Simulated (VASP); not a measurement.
# Se (P3_121) in VASP: further runs

The runs below take Se through single point, relaxation of the atoms, with PBE, LDA.

Program: VASP 6.6.1. These are calculated values, not measurements. Logs are shortened: lines on timing, memory, paths and dates and some standing lists are left out, and cuts for length are marked.

### 1 Starting point

Symmetry: P3_121, No. 152, trigonal system. Conventional cell: a = 4.366 Å, b = 4.366 Å, c = 4.954 Å, α = 90.00°, β = 90.00°, γ = 120.00°. Around Se (site symmetry 2) lie 2 Se at 2.37 Å.

### 2 Single point, PBE

Contents of run.py:

```python
from ase.calculators.vasp import Vasp
from ase.dft.bandgap import bandgap
from ase.spacegroup import crystal

atoms = crystal(
    ['Se'],
    basis=[[0.7746, 0.7746, 0.0]],
    spacegroup=152,
    setting=1,
    cellpar=[4.3662, 4.3662, 4.9536, 90.0, 90.0, 120.0],
    primitive_cell=True,
)
calc = Vasp(
    directory='calc',
    xc='pbe',
    pp='PBE',
    setups='gw',
    prec='Accurate',
    encut=550,
    ediff=1e-06,
    ismear=0,
    sigma=0.02,
    lreal=False,
    lasph=True,
    nelm=100,
    algo='Fast',
    isif=2,
    lwave=False,
    lcharg=True,
    lelf=True,
    lvhar=True,
    kpts=[7, 7, 6],
    gamma=True,
)
atoms.calc = calc

print('energy (eV):', atoms.get_potential_energy())
print('free energy (eV):', atoms.get_potential_energy(force_consistent=True))
print('forces (eV/A):')
print(atoms.get_forces())
print('stress (eV/A^3, Voigt):', atoms.get_stress())
print('Fermi level (eV):', calc.get_fermi_level())
gap, top, bottom = bandgap(calc)
print('band gap (eV):', gap, 'from (spin, k, band)', top, 'to', bottom)
```

Potentials or basis: VASP PAW PBE potentials, release 64 (Se_GW).

Command:

```bash
> python run.py
```

Output:

```text
energy (eV): -10.48327767
free energy (eV): -10.48327767
forces (eV/A):
[[-0.21212777 -0.36741607 -0.        ]
 [ 0.42425553  0.          0.        ]
 [-0.21212777  0.36741607 -0.        ]]
stress (eV/A^3, Voigt): [-0.01399645 -0.01399645 -0.0253378   0.         -0.         -0.        ]
Fermi level (eV): 2.81277036
band gap (eV): 1.2126000000000001 from (spin, k, band) (0, np.int64(38), np.int64(8)) to (0, np.int64(32), np.int64(9))
```

OUTCAR:

```text
ENCUT = 550.000000
   EDIFF = 1.00e-06
   GGA = PE
   PREC = Accurate
   ISIF = 2
   ISMEAR = 0
   NELM = 100
   LASPH = .TRUE.
   LREAL = .FALSE.

 ion  position               nearest neighbor table
   1  0.775  0.775  0.000-   2 2.37   3 2.37
   2  0.225  0.000  0.333-   3 2.37   1 2.37
   3  0.000  0.225  0.667-   2 2.37   1 2.37

  LATTYP: Found a hexagonal cell.
 ALAT       =     4.3662000000
 C/A-ratio  =     1.1345334616

  Lattice vectors:

 A1 = (   4.3662000000,   0.0000000000,   0.0000000000)
 A2 = (  -2.1831000000,   3.7812401180,   0.0000000000)
 A3 = (   0.0000000000,   0.0000000000,   4.9536000000)

Analysis of symmetry for initial positions (statically):
=====================================================================
 Subroutine PRICEL returns:
 Original cell was already a primitive cell.

 Routine SETGRP: Setting up the symmetry group for a
 hexagonal supercell.

 Subroutine GETGRP returns: Found  6 space group operations
 (whereof  2 operations were pure point group operations)
 out of a pool of 24 trial point group operations.

The static configuration has the point symmetry C_2 .
 The point group associated with its full space group is D_3 .

Analysis of symmetry for dynamics (positions and initial velocities):
=====================================================================
 Subroutine PRICEL returns:
 Original cell was already a primitive cell.

 Routine SETGRP: Setting up the symmetry group for a
 hexagonal supercell.

 Subroutine GETGRP returns: Found  6 space group operations
 (whereof  2 operations were pure point group operations)
 out of a pool of 24 trial point group operations.

The dynamic configuration has the point symmetry C_2 .
 The point group associated with its full space group is D_3 .

 Subroutine INISYM returns: Found  6 space group operations
 (whereof  2 operations are pure point group operations),
 and found     1 'primitive' translations

----------------------------------------------------------------------------------------

                                     Primitive cell

  volume of cell :      81.7822

  direct lattice vectors                    reciprocal lattice vectors
     4.366200000  0.000000000  0.000000000     0.229032110  0.132231751  0.000000000
    -2.183100000  3.781240118  0.000000000     0.000000000  0.264463501  0.000000000
     0.000000000  0.000000000  4.953600000     0.000000000  0.000000000  0.201873385

  length of vectors
     4.366200000  4.366200000  4.953600000     0.264463501  0.264463501  0.201873385

  position of ions in fractional coordinates (direct lattice)
     0.774600000  0.774600000  0.000000000
     0.225400000  0.000000000  0.333333333
     0.000000000  0.225400000  0.666666667

  ion indices of the primitive-cell ions
   primitive index   ion index
                 1           1
                 2           2
                 3           3

----------------------------------------------------------------------------------------

 KPOINTS: KPOINTS created by Atomic Simulation Env

Automatic generation of k-mesh.
 Grid dimensions read from file:
 generate k-points for:    7    7    6

 Generating k-lattice:

  Cartesian coordinates                     Fractional coordinates (reciprocal lattice)
     0.032718873  0.018890250  0.000000000     0.142857143  0.000000000  0.000000000
     0.000000000  0.037780500  0.000000000     0.000000000  0.142857143  0.000000000
     0.000000000  0.000000000  0.033645564     0.000000000  0.000000000  0.166666667

  Length of vectors
     0.037780500  0.037780500  0.033645564

  Shift w.r.t. Gamma in fractional coordinates (k-lattice)
     0.000000000  0.000000000  0.000000000

 Subroutine IBZKPT returns following result:
 ===========================================

 Found     40 irreducible k-points:

 Following reciprocal coordinates:
            Coordinates               Weight
  0.000000  0.000000  0.000000      1.000000
  0.142857  0.000000  0.000000      6.000000
  0.285714  0.000000  0.000000      6.000000
  0.428571  0.000000  0.000000      6.000000
  0.142857  0.142857  0.000000      6.000000
  0.285714  0.142857  0.000000     12.000000
[... 16 lines left out ...]
  0.000000  0.142857  0.333333      6.000000
  0.285714  0.000000  0.333333      6.000000
 [... further k-points ...]
   k-points           NKPTS =     40   k-points in BZ     NKDIM =     40   number of bands    NBANDS=     13
   number of dos      NEDOS =    301   number of ions     NIONS =      3
   total plane-waves  NPLWV =  51840
   dimension x,y,z NGX =    36 NGY =   36 NGZ =   40
   dimension x,y,z NGXF=    72 NGYF=   72 NGZF=   80
   ions per type =               3
   NGX,Y,Z   is equivalent  to a cutoff of  13.71, 13.71, 13.42 a.u.
   NGXF,Y,Z  is equivalent  to a cutoff of  27.41, 27.41, 26.85 a.u.
 SYSTEM =  unknown system
   PREC   = accura    normal or accurate (medium, high low for compatibility)
   ISTART =      0    job   : 0-new  1-cont  2-samecut
   ICHARG =      2    charge: 1-file 2-atom 10-const
   ISPIN  =      1    spin polarized calculation?
   LNONCOLLINEAR =      F non collinear calculations
   LSORBIT =      F    spin-orbit coupling
   LASPH  =      T    aspherical Exc in radial PAW
   ENCUT  =  550.0 eV  40.42 Ry    6.36 a.u.   8.35  8.35  9.47*2*pi/ulx,y,z
   NELM   =    100;   NELMIN=  2; NELMDL= -5     # of ELM steps
   EDIFF  = 0.1E-05   stopping-criterion for ELM
   LREAL  =      F    real-space projection
   EDIFFG = 0.1E-04   stopping-criterion for IOM
   NSW    =      0    number of steps for IOM
   IBRION =     -1    ionic relax: 0-MD 1-quasi-New 2-CG
   NFREE  =      0    steps in history (QN), initial steepest desc. (CG)
   ISIF   =      2    stress and relaxation
   ISYM   =      2    0-nonsym 1-usesym 2-fastsym
   POTIM  = 0.5000    time-step for ionic-motion
   TEBEG  =    0.0;   TEEND  =   0.0 temperature during run
   PSTRESS=    0.0 pullay stress
   NELECT =      18.0000    total number of electrons
   NUPDOWN=      -1.0000    fix difference up-down
   EMIN   =  10.00;   EMAX   =-10.00  energy-range for DOS
   EFERMI =   0.00;   METHOD = LEGACY
   ISMEAR =     0;   SIGMA  =   0.02  broadening in eV -4-tet -1-fermi 0-gaus
   EFERMI_NEDOS =   21; number of points for ismear=-14 and -15
   IALGO  =     68    algorithm
   IMIX   =      4    mixing-type and parameters
     AMIX     =   0.40;   BMIX     =  1.00
     AMIX_MAG =   1.60;   BMIX_MAG =  1.00
  volume/ion in A,a.u.               =      27.26       183.96
  Fermi-wavevector in a.u.,A,eV,Ry     =   0.988430  1.867862 13.292817  0.976995
  Thomas-Fermi vector in A             =   2.119956
   LORBIT       =      0    0 simple, 1 ext, 2 COOP (PROOUT), +10 PAW based schemes
   GGA     = PE    functional components
   LHFCALC =     F    Hartree Fock is set to
   AEXX    =    0.0000 exact exchange contribution
   IVDW    =     0    specifies the selected vdW correction
   LEPSILON=     F    determine dielectric tensor
   LRPA    =     F    only Hartree local field effects (RPA)
 non-spin polarized calculation
 RMM-DIIS sequential band-by-band and
 Gauss-broadening in eV      SIGMA  =   0.02
  energy-cutoff  :      550.00
  volume of cell :       81.78
 maximum number of plane-waves:      2417
 NGX is ok and might be reduce to    36
   NGX = 17   NGY = 17   NGZ = 19

 number of electron      18.0000000 magnetization

 Free energy of the ion-electron system (eV)
  ---------------------------------------------------
  ext. energy  EPLUGINS =         0.00000000
  ---------------------------------------------------
  free energy    TOTEN  =       -10.48327767 eV

  energy without entropy =      -10.48327767  energy(sigma->0) =      -10.48327767

 E-fermi :   2.8128     XC(G=0):  -8.8424

 val. band max:        2.6739814125   @ k =   0.4286   0.1429   0.5000
 cond. band min:       3.8866447627   @ k =   0.0000   0.0000   0.5000
 fundamental gap:      1.2126633502
 Fermi energy:         2.8127703557

 k-point     1 :       0.0000    0.0000    0.0000
  band No.  band energies     occupation
      1     -13.1781      2.00000
      2      -9.0545      2.00000
      3      -9.0545      2.00000
      4      -1.1611      2.00000
      5      -1.1611      2.00000
      6      -1.0833      2.00000
      7       0.6230      2.00000
      8       0.6230      2.00000
      9       2.2599      2.00000
     10       4.5554      0.00000
     11       4.5554      0.00000
     12       4.8436      0.00000
     13       8.8598      0.00000

 k-point     2 :       0.1429    0.0000    0.0000
  band No.  band energies     occupation
      1     -13.0997      2.00000
      2      -9.1264      2.00000
      3      -9.0470      2.00000
      4      -1.7439      2.00000
      5      -1.4118      2.00000
      6      -0.8977      2.00000
      7       0.6552      2.00000
      8       0.9600      2.00000
      9       2.1128      2.00000
     10       4.4622      0.00000
     11       4.5545      0.00000
     12       5.0433      0.00000
     13       8.7560      0.00000
[... 321 lines left out ...]
 k-point    23 :       0.0000    0.1429    0.3333
  band No.  band energies     occupation
      1     -12.5827      2.00000
      2     -11.1281      2.00000
      3      -7.3073      2.00000
      4      -2.1707      2.00000
      5      -1.3498      2.00000
      6      -0.7146      2.00000
      7       1.0318      2.00000
      8       1.2391      2.00000
      9       1.5942      2.00000
     10       4.1541      0.00000
     11       4.1862      0.00000
     12       4.6356      0.00000
     13       8.8885      0.00000

 k-point    24 :       0.2857    0.0000    0.3333
  band No.  band energies     occupation
      1     -12.4100      2.00000
      2     -11.0154      2.00000
      3      -7.7198      2.00000
      4      -2.4886      2.00000
      5      -1.7607      2.00000
      6      -0.9120      2.00000
      7       0.6783      2.00000
      8       0.9206      2.00000
      9       1.7858      2.00000
     10       4.5644      0.00000
     11       4.9724      0.00000
     12       5.7144      0.00000
     13       9.0318      0.00000

 [... further k-points ...]

------------------------ aborting loop because EDIFF is reached ----------------------------------------

  FORCE on cell =-STRESS in cart. coord.  units (eV):
  Direction    XX          YY          ZZ          XY          YZ          ZX
  --------------------------------------------------------------------------------------
  -------------------------------------------------------------------------------------
  Total        1.1446598      1.1446598      2.0721799      0.0000000      0.0000000      0.0000000
  in kB       22.4247796     22.4247796     40.5956242      0.0000000      0.0000000      0.0000000
  external PRESSURE =      28.4817278 kB  Pullay stress =       0.0000000 kB

 VOLUME and BASIS-vectors are now :
 -----------------------------------------------------------------------------
  energy-cutoff  :      550.00
  volume of cell :       81.78
      direct lattice vectors                 reciprocal lattice vectors
     4.366200000  0.000000000  0.000000000     0.229032110  0.132231751  0.000000000
    -2.183100000  3.781240118  0.000000000     0.000000000  0.264463501  0.000000000
     0.000000000  0.000000000  4.953600000     0.000000000  0.000000000  0.201873385

 POSITION                                       TOTAL-FORCE (eV/Angst)
 -----------------------------------------------------------------------------------
      1.69103      2.92895      0.00000        -0.212128     -0.367416     -0.000000
      0.98414      0.00000      1.65120         0.424256      0.000000      0.000000
     -0.49207      0.85229      3.30240        -0.212128      0.367416     -0.000000
 -----------------------------------------------------------------------------------
    total drift:                                0.000000      0.000000     -0.000000

  FREE ENERGIE OF THE ION-ELECTRON SYSTEM (eV)
  ---------------------------------------------------
  free  energy   TOTEN  =       -10.4832776666 eV

  energy  without entropy=      -10.4832776666  energy(sigma->0) =      -10.48327767
```

INCAR:

```text
ENCUT = 550.000000
SIGMA = 0.020000
EDIFF = 1.00e-06
ALGO = Fast
GGA = PE
PREC = Accurate
ISIF = 2
ISMEAR = 0
NELM = 100
LASPH = .TRUE.
LCHARG = .TRUE.
LELF = .TRUE.
LVHAR = .TRUE.
LWAVE = .FALSE.
LREAL = .FALSE.
```

It took 30 s on 1 thread of Intel Xeon Platinum 8488C (Sapphire Rapids), shared host; peak memory 0.22 GiB.

What came out:

```yaml
Free_energy: -10.4833 eV
Pressure: 2.8 GPa
Largest_force: 0.424 eV/Å
Band_gap_on_the_k_mesh: 1.21 eV, indirect (least direct gap 1.47 eV)
```

Forces in eV/Å, atoms in the order of the input:
```
Se  -0.212 -0.367  0.000
Se   0.424  0.000  0.000
Se  -0.212  0.367  0.000
```

Caveat: an odd mesh through Γ misses points on the zone boundary, where band edges often lie.

### 3 Relaxation of the atoms, LDA (atoms moved at random, drawn with an rms of 0.05 Å)

Contents of INCAR:

```
  PREC = Low
  ENCUT = 520
  EDIFF = 1E-7
  ISMEAR = 0
  SIGMA = 0.05
  LREAL = False
  LASPH = True
  NELM = 100
  ALGO = Normal
  ISIF = 2
  LWAVE = False
  LCHARG = False
  IBRION = 2
  NSW = 60
  EDIFFG = -0.005
  ISYM = 0
```

Contents of KPOINTS:

```
regular mesh
0
Monkhorst-Pack
  7 7 6
```

Contents of POSCAR:

```
Se
1.0
    4.3662000000      0.0000000000      0.0000000000
   -2.1831000000      3.7812401180      0.0000000000
    0.0000000000      0.0000000000      4.9536000000
Se
3
Selective dynamics
Direct
    0.7789440000      0.7780360000      0.0026320000  F F F
    0.0091810000      0.2360590000      0.6578350000  T T T
    0.2278140000      0.0017800000      0.3273810000  T T T
```

Potentials or basis: VASP PAW LDA potentials, release 64 (Se).

Command:

```bash
> cat potpaw_LDA.64/Se/POTCAR > POTCAR
> mpirun -np 1 vasp_std > vasp.out
```

Wall time 3.7 min (1 thread of Intel Xeon Platinum 8488C (Sapphire Rapids), shared host); peak memory 0.22 GiB.

These settings aren't checked as converged (typed here: ISYM = 0; PREC = Low; shifted = yes): the numbers below hold their error.

What came out:

* Free energy: -12.3299 eV
* Energy gained by relaxing: 6.3 meV/atom
* Ionic steps: 16
* Pressure after relaxing: -2.1 GPa
